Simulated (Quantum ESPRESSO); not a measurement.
# ScAl3 in Quantum ESPRESSO: the effect of functional

The system is ScAl3.

```
Sc Al
1.0
     4.08781    0.00000    0.00000
     0.00000    4.08781    0.00000
     0.00000    0.00000    4.08781
Sc Al
1 3
Direct
  0.00000 0.00000 0.00000
  0.50000 0.50000 0.00000
  0.00000 0.50000 0.50000
  0.50000 0.00000 0.50000
```

The cell is a database's computed one.

Alike in all runs:

- Program: Quantum ESPRESSO 7.5
- Task: phonons
- Cutoff: 612 eV
- Density cutoff: 4898 eV
- k mesh: 5 × 5 × 5
- Occupations: cold, width 0.2 eV
- Spin: no spin polarisation

Each run relaxes the cell or the atoms first.

```csv
functional,potentials or basis,relaxed volume (Å³/atom),highest phonon frequency (cm⁻¹)
LDA,GBRV 1.5 LDA,16.34,352
PBE,GBRV 1.5 PBE,17.25,337
PBEsol,GBRV 1.5 PBEsol,16.82,347
WC,GBRV 1.5 PBE,16.85,344
revPBE,GBRV 1.5 PBE,?,?
PW91,GBRV 1.5 PBE,17.27,332
vdW-DF-cx,GBRV 1.5 PBE,16.95,345
```

Q: What does the run with functional revPBE give?

A: Relaxed volume 17.51 Å³/atom; highest phonon frequency 333 cm⁻¹.

Caveats: the mesh is thin for the phonons of a metal; the potentials were made for another functional, which shifts forces and pressure (some runs).
